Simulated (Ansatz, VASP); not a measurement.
# C (Diamond) in two plane-wave programs, part 2 of 2

One calculation is typed for both programs; each brings its own data sets and cutoff. How far apart do they land? The cell is a member of a volume series, scaled by 1.015 from a relaxed one, so a pressure remains. Other levels of theory on this material are compared in a session of their own.

VASP 6.6.1 and Ansatz 0.2.0.

So far. Step 2 (Ansatz: single point, r2SCAN with rVV10, volume scaled …): The run ends at a pressure of -7.64 GPa.

**6. VASP: single point, RPBE, volume scaled by 0.985**

Level of this step: RPBE; plane waves and PAW (C) (VASP).

A single point gives forces, pressure and levels at one fixed geometry, so differences don't come from the geometry; what else differs is listed under the comparison. The cell compared in this pair holds 11.39 Å³, against 11.46 Å³ for the pair before.

The input asks for a relaxation, which ended at its first step since no free force or stress exceeded the threshold; so it serves as a single point.

File INCAR:

```
SYSTEM = C
PREC = Accurate
ENCUT = 520
EDIFF = 1E-06
NELM = 100
ISMEAR = 0
SIGMA = 0.03
LREAL = .FALSE.
ALGO = Normal
GGA = RP
NBANDS = 10
LORBIT = 11
LWAVE = .FALSE.
LCHARG = .FALSE.
KPAR = 4
IBRION = 2
NSW = 30
ISIF = 4
EDIFFG = -0.01
```

File POSCAR:

```
C
1.0
    0.0000000000      1.7859305327      1.7859305327
    1.7859305327      0.0000000000      1.7859305327
    1.7859305327      1.7859305327      0.0000000000
C
2
Direct
    0.7500000000      0.7500000000      0.7500000000
    0.5000000000      0.5000000000      0.5000000000
```

File KPOINTS:

```
Automatic mesh
0
Gamma
10 10 10
0 0 0
```

Potentials, in the order of the species: C (PBE family, release 64).

Command:

```sh
$ mpirun -np 4 vasp_std
```

Numbers of over 12 decimals in the logs are rounded to 6 here.

Log:

```text
[banner, memory and clock lines left out]
running    4 mpi-ranks, on    1 nodes
[...]
[... a notice as in an earlier step ...]

 LDA part: xc-table for (Slater+PW92), standard interpolation
 POSCAR, INCAR and KPOINTS ok, starting setup
[...]
entering main loop
       N       E                     dE             d eps       ncg     rms          rms(c)
DAV:   1    -0.404377205697E+00   -0.40438E+00   -0.49063E+03  1038   0.771E+02
DAV:   2    -0.174829270444E+02   -0.17079E+02   -0.16682E+02  1270   0.124E+02
DAV:   3    -0.177861452621E+02   -0.30322E+00   -0.30279E+00  1084   0.127E+01
DAV:   4    -0.177866973553E+02   -0.55209E-03   -0.55208E-03  1024   0.671E-01
[...]
DAV:   9    -0.172308199941E+02   -0.72800E-04   -0.17127E-04  1140   0.111E-01    0.271E-02
DAV:  10    -0.172308519650E+02   -0.31971E-04   -0.34917E-05   980   0.572E-02    0.518E-03
DAV:  11    -0.172308525705E+02   -0.60557E-06   -0.83733E-07  1186   0.894E-03
   1 F= -.17230853E+02 E0= -.17230853E+02  d E =-.172309E+02
[...]
reached required accuracy - stopping structural energy minimisation
```

OUTCAR, selected parts (step 6):

```text
  Total        0.4667059      0.4667059      0.4667059      0.0000000      0.0000000      0.0000000
  in kB       65.6341953     65.6341953     65.6341953      0.0000000      0.0000000      0.0000000
  external PRESSURE =      65.6341953 kB  Pullay stress =       0.0000000 kB

 POSITION                                       TOTAL-FORCE (eV/Angst)
 -----------------------------------------------------------------------------------
      2.67890      2.67890      2.67890        -0.000000      0.000000      0.000000
      1.78593      1.78593      1.78593         0.000000      0.000000      0.000000
 -----------------------------------------------------------------------------------
    total drift:                                0.000000     -0.000000      0.000000

  FREE ENERGIE OF THE ION-ELECTRON SYSTEM (eV)
  ---------------------------------------------------
  free  energy   TOTEN  =       -17.2308525705 eV

  energy  without entropy=      -17.2308525705  energy(sigma->0) =      -17.23085257

[... 2 parts as in an earlier step ...]

[... 2 further parts left out ...]
[key lines of the parts left out:]
E-fermi :   9.9563
```

**7. Ansatz: single point, RPBE, volume scaled by 0.985**

The same cell, functional, mesh and smearing now go to Ansatz, which takes its cutoff from its data sets.

The cell is a member of a volume series, scaled by 0.985 from a relaxed one, so a pressure remains.

File input.yaml:

```yaml
crystal:
  lattice:
    - [0.0, 1.78593053, 1.78593053]
    - [1.78593053, 0.0, 1.78593053]
    - [1.78593053, 1.78593053, 0.0]
  atoms:
    - { symbol: C, position: [0.75, 0.75, 0.75] }
    - { symbol: C, position: [0.5, 0.5, 0.5] }
hamiltonian:
  xc: rpbe
  pseudopotentials: { kind: paw }
kpoints:
  mp_grid: { grid: [10, 10, 10] }
scf:
  occupations: { method: gaussian, width: 0.03 }
  n_extra_bands: 4
output:
  forces: true
  stress: true
  eigenvalues: true
```

Command:

```sh
$ ansatz run input.yaml --threads 2 --pin off --max-ram 4608MiB --backend cpu --events-out ev --progress --plain --runs-dir out
```

Log:

```text
[...]
Crystal: 2 atoms, lattice volume = 11.393 Å³
Basis set: ecut = 420 eV, 229 PW (Γ), exchange–correlation on 36×36×36 points (8 copies of the dense FFT grid, shifted against one another)
Bands: 8, of which v1, the nominal top of the filled ones, is band 4 counted from 1 (3 counted from 0)
Symmetry: 48 space group operations
[...]
k-points: 47 of 1000
[...]
Free energy (F): -504.096282 eV
[...]
Internal energy: -504.096282 eV  (E = F + TS)
E sigma→0 (E₀):  -504.096282 eV
Fermi energy:    15.445447 eV
[...]
--- Stress (GPa, compression-positive) ---
        6.017156       0.000000      -0.000000
       -0.000000       6.017156      -0.000000
       -0.000000       0.000000       6.017156
  P = ⅓ Tr σ = 6.0172 GPa (60.172 kbar)
--- Band table (eV; the first three rows and the last of 47) ---
[...]
[key lines of the parts left out:]
SCF converged after 6 iterations
```

Run time: 0.44 s. Hardware: 2 threads of Arm Neoverse V2, shared host; peak memory 0.23 GiB.

The run ends at a pressure of 6.02 GPa.

**8. Side by side**

What differs besides the data sets and the points named for the pairs above, as far as they apply: the cutoff is 420 eV in Ansatz and 520 eV in VASP; Ansatz makes its cores anew for this functional, VASP keeps those of its PBE data sets; VASP leaves aspherical gradient terms in its spheres out (LASPH is not set), Ansatz keeps them. Total energies have different zeros and are not compared.

Both answers:

| quantity | Ansatz | VASP | difference |
| --- | --- | --- | --- |
| pressure (GPa) | 6.02 | 6.56 | -0.55 |
| pressure without Ansatz's Pulay correction (GPa) | 5.14 | 6.56 | -1.43 |
| gap on the k mesh (eV) | 4.168 | 4.155 | +0.013 |

A gap on the mesh is an upper bound, since the band edges may lie between its points. Ansatz's pressure holds a Pulay correction of 0.88 GPa; VASP's holds none.

**9. What came out**

```json
{
 "difference in pressure (single point, r2SCAN with rVV10, volume scaled by 1.015)": "-1.1 GPa",
 "difference in gap on the k mesh (single point, RPBE, volume scaled by 0.985)": "0.013 eV",
 "difference in pressure (single point, RPBE, volume scaled by 0.985)": "-0.55 GPa"
}
```

What this shows: The difference in pressure is -1.1 GPa (single point, r2SCAN with rVV10, volume scaled by 1.015), beyond the 1 GPa picked in this series as the mark of a large difference. Single point, r2SCAN with rVV10, volume scaled by 1.015, cores kept as stored: the difference in pressure goes from -1.1 to -1.4 GPa. 13 further runs of this series are not shown here. How closely two codes agree says nothing of how well the functional describes the real material.

[Lines on the potential files, build, host, timing and source positions are cut from VASP's logs without a mark.]

[Logs are printed without paths, hosts, clocks, repeated set-up lines and the standing remarks that a program may print on its own settings, such as how far it seeks lower states.]

[Hosts, paths, dates, database ids (printed as entryN), source tags and the programs' standing remarks are cut or masked in the printed files.]
